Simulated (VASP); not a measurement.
# CdSe (P6_3mc) in VASP: notebook

The runs below take CdSe through single point, relaxation of cell and atoms, with PBE.

Everything below comes from runs of VASP 6.6.1. Logs are shortened: lines on timing, memory, paths and dates and some standing lists are left out, and cuts for length are marked.

**The experiment to reproduce.**

From a printed reference work, data compilation, for a bulk crystal of CdSe at 2 K: band gap 1.841 eV.

How close the calculation comes is told below.

## Step 1: The cell of the first run

It takes space group P6_3mc (No. 186, hexagonal). Conventional cell: a = 4.383 Å, b = 4.383 Å, c = 7.154 Å, α = 90.00°, β = 90.00°, γ = 120.00°. Within 3.5 Å of Cd (site symmetry 3m) lie 4 Se at 2.68 to 2.69 Å. Within 3.5 Å of Se (site symmetry 3m) lie 4 Cd at 2.68 to 2.69 Å.

## Step 2: Single point, PBE

File INCAR:

```
SYSTEM = CdSe
ALGO = Normal
EDIFF = 1E-6
ENCUT = 520
GGA = PE
ISIF = 2
ISMEAR = 0
LASPH = .TRUE.
LCHARG = .FALSE.
LREAL = .FALSE.
LWAVE = .FALSE.
NBANDS = 26
NELM = 100
PREC = Accurate
SIGMA = 0.02
```

File KPOINTS:

```
k-points
0
G
  6 6 4
  0 0 0
```

File POSCAR:

```
CdSe
1.0
    4.3833795273      0.0000000000      0.0000000000
   -2.1916897636      3.7961180251      0.0000000000
    0.0000000000      0.0000000000      7.1535456852
Cd Se
2 2
Direct
    0.3333333333      0.6666666667      0.0045810803
    0.6666666667      0.3333333333      0.5045810803
    0.3333333333      0.6666666667      0.3804189197
    0.6666666667      0.3333333333      0.8804189197
```

Potentials or basis: VASP PAW PBE potentials, release 64 (Cd, Se).

Command:

```console
$ cat potpaw_PBE.64/Cd/POTCAR potpaw_PBE.64/Se/POTCAR > POTCAR
$ mpirun -np 1 vasp_std > vasp.out
```

OUTCAR:

```text
SYSTEM = CdSe
   EDIFF = 1E-6
   ENCUT = 520
   GGA = PE
   ISIF = 2
   ISMEAR = 0
   LASPH = .TRUE.
   LREAL = .FALSE.
   NELM = 100
   PREC = Accurate

 ion  position               nearest neighbor table
   1  0.333  0.667  0.005-   4 2.68   4 2.68   4 2.68   3 2.69
   2  0.667  0.333  0.505-   3 2.68   3 2.68   3 2.68   4 2.69
   3  0.333  0.667  0.380-   2 2.68   2 2.68   2 2.68   1 2.69
   4  0.667  0.333  0.880-   1 2.68   1 2.68   1 2.68   2 2.69

  LATTYP: Found a hexagonal cell.
 ALAT       =     4.3833795273
 C/A-ratio  =     1.6319704102

  Lattice vectors:

 A1 = (   4.3833795273,   0.0000000000,   0.0000000000)
 A2 = (  -2.1916897636,   3.7961180251,   0.0000000000)
 A3 = (   0.0000000000,   0.0000000000,   7.1535456852)

Analysis of symmetry for initial positions (statically):
=====================================================================
 Subroutine PRICEL returns:
 Original cell was already a primitive cell.

 Routine SETGRP: Setting up the symmetry group for a
 hexagonal supercell.

 Subroutine GETGRP returns: Found 12 space group operations
 (whereof  6 operations were pure point group operations)
 out of a pool of 24 trial point group operations.

The static configuration has the point symmetry C_3v.
 The point group associated with its full space group is C_6v.

Analysis of symmetry for dynamics (positions and initial velocities):
=====================================================================
 Subroutine PRICEL returns:
 Original cell was already a primitive cell.

 Routine SETGRP: Setting up the symmetry group for a
 hexagonal supercell.

 Subroutine GETGRP returns: Found 12 space group operations
 (whereof  6 operations were pure point group operations)
 out of a pool of 24 trial point group operations.

The dynamic configuration has the point symmetry C_3v.
 The point group associated with its full space group is C_6v.

 Subroutine INISYM returns: Found 12 space group operations
 (whereof  6 operations are pure point group operations),
 and found     1 'primitive' translations

----------------------------------------------------------------------------------------

                                     Primitive cell

  volume of cell :     119.0338

  direct lattice vectors                    reciprocal lattice vectors
     4.383379527  0.000000000  0.000000000     0.228134478  0.131713502  0.000000000
    -2.191689764  3.796118025  0.000000000     0.000000000  0.263427004  0.000000000
     0.000000000  0.000000000  7.153545685     0.000000000  0.000000000  0.139790818

  length of vectors
     4.383379527  4.383379527  7.153545685     0.263427004  0.263427004  0.139790818

  position of ions in fractional coordinates (direct lattice)
     0.333333333  0.666666667  0.004581080
     0.666666667  0.333333333  0.504581080
     0.333333333  0.666666667  0.380418920
     0.666666667  0.333333333  0.880418920

  ion indices of the primitive-cell ions
   primitive index   ion index
                 1           1
                 2           2
                 3           3
                 4           4

----------------------------------------------------------------------------------------

 KPOINTS: k-points

Automatic generation of k-mesh.
 Grid dimensions read from file:
 generate k-points for:    6    6    4

 Generating k-lattice:

  Cartesian coordinates                     Fractional coordinates (reciprocal lattice)
     0.038022413  0.021952250  0.000000000     0.166666667  0.000000000  0.000000000
     0.000000000  0.043904501  0.000000000     0.000000000  0.166666667  0.000000000
     0.000000000  0.000000000  0.034947704     0.000000000  0.000000000  0.250000000

  Length of vectors
     0.043904501  0.043904501  0.034947704

  Shift w.r.t. Gamma in fractional coordinates (k-lattice)
     0.000000000  0.000000000  0.000000000

 Subroutine IBZKPT returns following result:
 ===========================================

 Found     21 irreducible k-points:

 Following reciprocal coordinates:
            Coordinates               Weight
  0.000000  0.000000  0.000000      1.000000
  0.166667  0.000000  0.000000      6.000000
  0.333333  0.000000  0.000000      6.000000
  0.500000  0.000000  0.000000      3.000000
  0.166667  0.166667  0.000000      6.000000
  0.333333  0.166667  0.000000     12.000000
[... 13 lines left out ...]
  0.333333  0.166667  0.500000     12.000000
  0.333333  0.333333  0.500000      2.000000
   k-points           NKPTS =     21   k-points in BZ     NKDIM =     21   number of bands    NBANDS=     26
   number of dos      NEDOS =    301   number of ions     NIONS =      4
   total plane-waves  NPLWV =  69984
   dimension x,y,z NGX =    36 NGY =   36 NGZ =   54
   dimension x,y,z NGXF=    72 NGYF=   72 NGZF=  108
   ions per type =               2   2
   NGX,Y,Z   is equivalent  to a cutoff of  13.65, 13.65, 12.55 a.u.
   NGXF,Y,Z  is equivalent  to a cutoff of  27.31, 27.31, 25.10 a.u.
 SYSTEM =  CdSe
   PREC   = accura    normal or accurate (medium, high low for compatibility)
   ISTART =      0    job   : 0-new  1-cont  2-samecut
   ICHARG =      2    charge: 1-file 2-atom 10-const
   ISPIN  =      1    spin polarized calculation?
   LNONCOLLINEAR =      F non collinear calculations
   LSORBIT =      F    spin-orbit coupling
   LASPH  =      T    aspherical Exc in radial PAW
   ENCUT  =  520.0 eV  38.22 Ry    6.18 a.u.   8.15  8.15 13.30*2*pi/ulx,y,z
   NELM   =    100;   NELMIN=  2; NELMDL= -5     # of ELM steps
   EDIFF  = 0.1E-05   stopping-criterion for ELM
   LREAL  =      F    real-space projection
   EDIFFG = 0.1E-04   stopping-criterion for IOM
   NSW    =      0    number of steps for IOM
   IBRION =     -1    ionic relax: 0-MD 1-quasi-New 2-CG
   NFREE  =      0    steps in history (QN), initial steepest desc. (CG)
   ISIF   =      2    stress and relaxation
   ISYM   =      2    0-nonsym 1-usesym 2-fastsym
   POTIM  = 0.5000    time-step for ionic-motion
   TEBEG  =    0.0;   TEEND  =   0.0 temperature during run
   PSTRESS=    0.0 pullay stress
   NELECT =      36.0000    total number of electrons
   NUPDOWN=      -1.0000    fix difference up-down
   EMIN   =  10.00;   EMAX   =-10.00  energy-range for DOS
   EFERMI =   0.00;   METHOD = LEGACY
   ISMEAR =     0;   SIGMA  =   0.02  broadening in eV -4-tet -1-fermi 0-gaus
   EFERMI_NEDOS =   21; number of points for ismear=-14 and -15
   IALGO  =     38    algorithm
   IMIX   =      4    mixing-type and parameters
     AMIX     =   0.40;   BMIX     =  1.00
     AMIX_MAG =   1.60;   BMIX_MAG =  1.00
  volume/ion in A,a.u.               =      29.76       200.82
  Fermi-wavevector in a.u.,A,eV,Ry     =   1.098885  2.076592 16.429694  1.207548
  Thomas-Fermi vector in A             =   2.235270
   LORBIT       =      0    0 simple, 1 ext, 2 COOP (PROOUT), +10 PAW based schemes
   GGA     = PE    functional components
   LHFCALC =     F    Hartree Fock is set to
   AEXX    =    0.0000 exact exchange contribution
   IVDW    =     0    specifies the selected vdW correction
   LEPSILON=     F    determine dielectric tensor
   LRPA    =     F    only Hartree local field effects (RPA)
 non-spin polarized calculation
 Gauss-broadening in eV      SIGMA  =   0.02
  energy-cutoff  :      520.00
  volume of cell :      119.03
 maximum number of plane-waves:      3232
 NGX is ok and might be reduce to    36
   NGX = 17   NGY = 17   NGZ = 27

 number of electron      36.0000003 magnetization

 Free energy of the ion-electron system (eV)
  ---------------------------------------------------
  ext. energy  EPLUGINS =         0.00000000
  ---------------------------------------------------
  free energy    TOTEN  =       -10.99084519 eV

  energy without entropy =      -10.99084519  energy(sigma->0) =      -10.99084519

 E-fermi :   0.6184     XC(G=0):  -8.6251

 val. band max:        0.5170838448   @ k =   0.0000   0.0000   0.0000
 cond. band min:       1.0573625727   @ k =   0.0000   0.0000   0.0000
 fundamental gap:      0.5402787280
 Fermi energy:         0.6184372945

 k-point     1 :       0.0000    0.0000    0.0000
  band No.  band energies     occupation
      1     -11.7827      2.00000
      2     -11.4536      2.00000
      3      -7.2413      2.00000
      4      -7.2361      2.00000
      5      -7.2361      2.00000
      6      -7.1784      2.00000
[... 18 lines left out ...]
     25       7.4711      0.00000
     26       8.0164      0.00000

 k-point     2 :       0.1667    0.0000    0.0000
  band No.  band energies     occupation
      1     -11.7104      2.00000
      2     -11.4212      2.00000
      3      -7.2193      2.00000
      4      -7.2115      2.00000
      5      -7.1759      2.00000
      6      -7.1445      2.00000
[... 18 lines left out ...]
     25       7.6540      0.00000
     26       8.0555      0.00000

 k-point     3 :       0.3333    0.0000    0.0000
  band No.  band energies     occupation
      1     -11.5532      2.00000
      2     -11.3667      2.00000
      3      -7.1814      2.00000
      4      -7.1728      2.00000
      5      -7.0815      2.00000
      6      -7.0762      2.00000
[... 18 lines left out ...]
     25       8.2891      0.00000
     26       8.5332      0.00000

 k-point     4 :       0.5000    0.0000    0.0000
  band No.  band energies     occupation
      1     -11.4589      2.00000
      2     -11.3540      2.00000
      3      -7.1681      2.00000
      4      -7.1600      2.00000
      5      -7.0447      2.00000
      6      -7.0299      2.00000
[... 18 lines left out ...]
     25       8.3158      0.00000
     26       9.9689      0.00000
[... 409 lines left out ...]
      1     -11.4826      2.00000
      2     -11.4826      2.00000
      3      -7.1519      2.00000
      4      -7.1519      2.00000
      5      -7.1336      2.00000
      6      -7.1336      2.00000
[... 18 lines left out ...]
     25       7.9408      0.00000
     26       7.9408      0.00000

 k-point    20 :       0.3333    0.1667    0.5000
  band No.  band energies     occupation
      1     -11.4015      2.00000
      2     -11.4015      2.00000
      3      -7.1285      2.00000
      4      -7.1285      2.00000
      5      -7.1043      2.00000
      6      -7.1043      2.00000
[... 18 lines left out ...]
     25       8.3708      0.00000
     26       8.3708      0.00000

 k-point    21 :       0.3333    0.3333    0.5000
  band No.  band energies     occupation
      1     -11.3751      2.00000
      2     -11.3751      2.00000
      3      -7.1106      2.00000
      4      -7.1106      2.00000
      5      -7.1029      2.00000
      6      -7.1029      2.00000
[... 18 lines left out ...]
     25       9.1053      0.00000
     26       9.1053      0.00000

------------------------ aborting loop because EDIFF is reached ----------------------------------------

  FORCE on cell =-STRESS in cart. coord.  units (eV):
  Direction    XX          YY          ZZ          XY          YZ          ZX
  --------------------------------------------------------------------------------------
  -------------------------------------------------------------------------------------
  Total        0.1882115      0.1882115      0.1734959      0.0000000      0.0000000      0.0000000
  in kB        2.5333000      2.5333000      2.3352294      0.0000000      0.0000000      0.0000000
  external PRESSURE =       2.4672765 kB  Pullay stress =       0.0000000 kB

 VOLUME and BASIS-vectors are now :
 -----------------------------------------------------------------------------
  energy-cutoff  :      520.00
  volume of cell :      119.03
      direct lattice vectors                 reciprocal lattice vectors
     4.383379527  0.000000000  0.000000000     0.228134478  0.131713502  0.000000000
    -2.191689764  3.796118025  0.000000000     0.000000000  0.263427004  0.000000000
     0.000000000  0.000000000  7.153545685     0.000000000  0.000000000  0.139790818

 POSITION                                       TOTAL-FORCE (eV/Angst)
 -----------------------------------------------------------------------------------
     -0.00000      2.53075      0.03277        -0.000000      0.000000      0.003035
      2.19169      1.26537      3.60954         0.000000     -0.000000      0.003035
     -0.00000      2.53075      2.72134         0.000000     -0.000000     -0.003035
      2.19169      1.26537      6.29812        -0.000000     -0.000000     -0.003035
 -----------------------------------------------------------------------------------
    total drift:                               -0.000000     -0.000000      0.000462

  FREE ENERGIE OF THE ION-ELECTRON SYSTEM (eV)
  ---------------------------------------------------
  free  energy   TOTEN  =       -10.9908451887 eV

  energy  without entropy=      -10.9908451887  energy(sigma->0) =      -10.99084519
```

Run time: 35 s. Hardware: 1 thread of Intel Xeon 6975P-C (Granite Rapids), shared host; peak memory 0.27 GiB.

What came out:

| Quantity | Value |
| --- | --- |
| Free energy | -10.9908 eV |
| Pressure | 0.2 GPa |
| Largest force | 0.003 eV/Å |
| Band gap on the k mesh | 0.54 eV |

Forces on the atoms (eV/Å):
```
Cd   0.000  0.000  0.003
Cd   0.000  0.000  0.003
Se   0.000  0.000 -0.003
Se   0.000  0.000 -0.003
```

## Step 3: Relaxation of cell and atoms, PBE

This run uses another cell than the first one, of 28.10 Å³/atom.

File INCAR:

```
  ALGO = Normal
  EDIFF = 1E-7
  EDIFFG = -0.005
  ENCUT = 600
  GGA = PE
  IBRION = 2
  ISIF = 3
  ISMEAR = 0
  LASPH = T
  LCHARG = F
  LREAL = F
  LWAVE = F
  NELM = 60
  NSW = 100
  PREC = Accurate
  SIGMA = 0.02
```

File KPOINTS:

```
k-points
0
Gamma
  6 6 4
```

File POSCAR:

```
CdSe
1.0
    4.3000000000      0.0000000000      0.0000000000
   -2.1500000000      3.7239092363      0.0000000000
    0.0000000000      0.0000000000      7.0200000000
Cd Se
2 2
Direct
    0.3333333333      0.6666666667      0.0000000000
    0.6666666667      0.3333333333      0.5000000000
    0.3333333333      0.6666666667      0.3850000000
    0.6666666667      0.3333333333      0.8850000000
```

Potentials or basis: VASP PAW PBE potentials, release 64 (Cd, Se).

Command:

```console
$ cat potpaw_PBE.64/Cd/POTCAR potpaw_PBE.64/Se/POTCAR > POTCAR
$ mpirun -np 1 vasp_std > vasp.out
```

OUTCAR:

```text
EDIFF = 1E-7
   EDIFFG = -0.005
   ENCUT = 600
   GGA = PE
   IBRION = 2
   ISIF = 3
   ISMEAR = 0
   LASPH = T
   LREAL = F
   NELM = 60
   NSW = 100
   PREC = Accurate

 ion  position               nearest neighbor table
   1  0.333  0.667  0.000-   4 2.61   4 2.61   4 2.61   3 2.70
   2  0.667  0.333  0.500-   3 2.61   3 2.61   3 2.61   4 2.70
   3  0.333  0.667  0.385-   2 2.61   2 2.61   2 2.61   1 2.70
   4  0.667  0.333  0.885-   1 2.61   1 2.61   1 2.61   2 2.70

  LATTYP: Found a hexagonal cell.
 ALAT       =     4.3000000000
 C/A-ratio  =     1.6325581395

  Lattice vectors:

 A1 = (   4.3000000000,   0.0000000000,   0.0000000000)
 A2 = (  -2.1500000000,   3.7239092363,   0.0000000000)
 A3 = (   0.0000000000,   0.0000000000,   7.0200000000)

Analysis of symmetry for initial positions (statically):
=====================================================================
 Subroutine PRICEL returns:
[... 287 lines left out ...]
[... ionic steps 4 to 9 ...]

--------------------------------------- Ionic step       10  -------------------------------------------

 number of electron      36.0000011 magnetization

------------------------ aborting loop because EDIFF is reached ----------------------------------------
[... 71 lines left out ...]
--------------------------------------- Ionic step       12  -------------------------------------------

 number of electron      36.0000011 magnetization

 Free energy of the ion-electron system (eV)
  ---------------------------------------------------
  ext. energy  EPLUGINS =         0.00000000
  ---------------------------------------------------
  free energy    TOTEN  =       -10.98893677 eV

  energy without entropy =      -10.98893677  energy(sigma->0) =      -10.98893677

 E-fermi :   0.6230     XC(G=0):  -8.6036

 val. band max:        0.4816622591   @ k =   0.0000   0.0000   0.0000
 cond. band min:       1.0114076280   @ k =   0.0000   0.0000   0.0000
 fundamental gap:      0.5297453689
 Fermi energy:         0.6229985826

 k-point     1 :       0.0000    0.0000    0.0000
  band No.  band energies     occupation
      1     -11.7940      2.00000
      2     -11.4685      2.00000
      3      -7.2644      2.00000
      4      -7.2586      2.00000
      5      -7.2586      2.00000
      6      -7.2016      2.00000
[... 545 lines left out ...]
  FREE ENERGIE OF THE ION-ELECTRON SYSTEM (eV)
  ---------------------------------------------------
  free  energy   TOTEN  =       -10.9889367729 eV

  energy  without entropy=      -10.9889367729  energy(sigma->0) =      -10.98893677

 reached required accuracy - stopping structural energy minimisation
```

OSZICAR:

```text
N       E                     dE             d eps       ncg     rms          rms(c)
DAV:   1     0.266722386684E+03    0.26672E+03   -0.18628E+04   924   0.164E+03
DAV:   2     0.351664780136E+01   -0.26321E+03   -0.25668E+03  1020   0.370E+02
DAV:   3    -0.115012857702E+02   -0.15018E+02   -0.14950E+02  1086   0.869E+01
DAV:   4    -0.116539358565E+02   -0.15265E+00   -0.15257E+00  1062   0.847E+00
[... 110 lines left out ...]
DAV:   1    -0.109889776101E+02   -0.45202E-04   -0.33976E-03   924   0.442E-01    0.471E-02
DAV:   2    -0.109889435094E+02    0.34101E-04   -0.12681E-04  1032   0.120E-01    0.177E-02
DAV:   3    -0.109889371621E+02    0.63474E-05   -0.12289E-05  1038   0.294E-02    0.130E-02
DAV:   4    -0.109889366914E+02    0.47063E-06   -0.28447E-06  1038   0.137E-02    0.231E-03
DAV:   5    -0.109889367729E+02   -0.81467E-07   -0.45221E-07   916   0.718E-03
  12 F= -.10988937E+02 E0= -.10988937E+02  d E =-.445301E-05
```

CONTCAR:

```text
CdSe
   1.00000000000000
     4.3908216646681462    0.0000000000000000    0.0000000000000000
    -2.1954108323340731    3.8025631051182791   -0.0000000000000000
     0.0000000000000000   -0.0000000000000000    7.1636119762121080
  Cd              Se
     2     2
Direct
     0.3333333332999970    0.6666666667000030    0.0046094951644868
     0.6666666667000030    0.3333333332999970    0.5046094951644868
     0.3333333332999970    0.6666666667000030    0.3803905048355112
     0.6666666667000030    0.3333333332999970    0.8803905048355112

  0.00000000E+00  0.00000000E+00  0.00000000E+00
  0.00000000E+00  0.00000000E+00  0.00000000E+00
  0.00000000E+00  0.00000000E+00  0.00000000E+00
  0.00000000E+00  0.00000000E+00  0.00000000E+00
```

Run time: 4 min. Hardware: 1 thread of Intel Xeon 6975P-C (Granite Rapids), shared host; peak memory 0.29 GiB.

Results:

```
Free energy                           : -10.9889 eV
Relaxed volume                        : 29.90 Å³/atom
Relaxed cell                          : a = 4.391 Å, b = 4.391 Å, c = 7.164 Å, α = 90.00°, β = 90.00°, γ = 120.00°
Space group after relaxing (to 0.1 Å) : P6_3mc (No. 186)
Energy gained by relaxing             : 22.0 meV/atom
Ionic steps                           : 12
Pressure after relaxing               : 0.0 GPa
Band gap on the k mesh                : 0.53 eV
```

The path:
```tsv
step	energy change (eV)	largest force (eV/Å)	pressure (GPa)	volume (Å³)
1	0.0000	0.2922	3.30	112.41
2	-0.0776	0.0479	-0.87	122.08
3	-0.0840	0.0922	-0.08	119.81
4	-0.0840	0.0891	-0.13	119.97
5	-0.0854	0.0558	-0.06	119.78
6	-0.0861	0.0079	0.03	119.53
7	-0.0873	0.0092	0.04	119.51
8	-0.0881	0.0112	0.06	119.46
9	-0.0881	0.0001	-0.04	119.73
10	-0.0881	0.0038	-0.01	119.64
11	-0.0881	0.0035	-0.01	119.64
12	-0.0881	0.0005	0.00	119.61
```

Final structure:
```xyz
4
Lattice="4.3908 0.0000 0.0000 -2.1954 3.8026 0.0000 0.0000 0.0000 7.1636" Properties=species:S:1:pos:R:3 pbc="T T T"
Cd    0.0000    2.5350    0.0330
Cd    2.1954    1.2675    3.6148
Se    0.0000    2.5350    2.7250
Se    2.1954    1.2675    6.3068
```

PBE gaps usually lie below the measured ones, often by a third to a half. Zero-point motion and thermal expansion aren't in these numbers.

## Step 4: Comparison with measurements

Step 2. A measured gap of CdSe is 1.841 eV (2 K; a printed reference work, data compilation); the calculated 0.54 eV misses it by -1.30 eV. So large a miss can be the level of theory's own, or it may mean another phase, state or a wrong row. Spin-orbit coupling on Cd, Se is left out. The value is that of PBE, without temperature or zero-point motion. Semilocal functionals fall short of measured gaps as a rule.
